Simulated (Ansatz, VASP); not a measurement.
## As: VASP beside Ansatz

```
CELL_PARAMETERS angstrom
3.46300 0.00000 0.00000
-1.73150 2.99905 0.00000
0.00000 0.00000 28.00000
ATOMIC_POSITIONS crystal
As 0.33333 0.66667 0.50529
As 0.66667 0.33333 0.49471
```

Alike in both runs: task single point; functional LDA; k mesh 9 × 9 × 1; occupations gaussian, width 0.02 eV; no spin polarisation.

|  | VASP | Ansatz |
| --- | --- | --- |
| version | VASP 6.6.1 | Ansatz 0.2.0 |
| potentials or method | VASP PAW LDA potentials, release 64 (As) | scalar-relativistic, plane waves, PAW |
| plane-wave cutoff (eV) | 520 | 420 |
| valence electrons in the cell | 10 | 30 |

Ansatz gave:

```
gap on the k mesh at the Fermi level (eV)  : none
rms of the force components (eV/Å)         : 2.188
work function, face that differs most (eV) : 3.85
```

Problem. Estimate VASP's values.

Solution. gap on the k mesh at the Fermi level (eV): none; rms of the force components (eV/Å): 2.223; work function, face that differs most (eV): 3.83.

Atom by atom the forces differ by 0.035 eV/Å (rms over components). A gap of «none» marks a metal or a gap that the smearing closes. The two sets of potentials don't hold the same shells in valence.
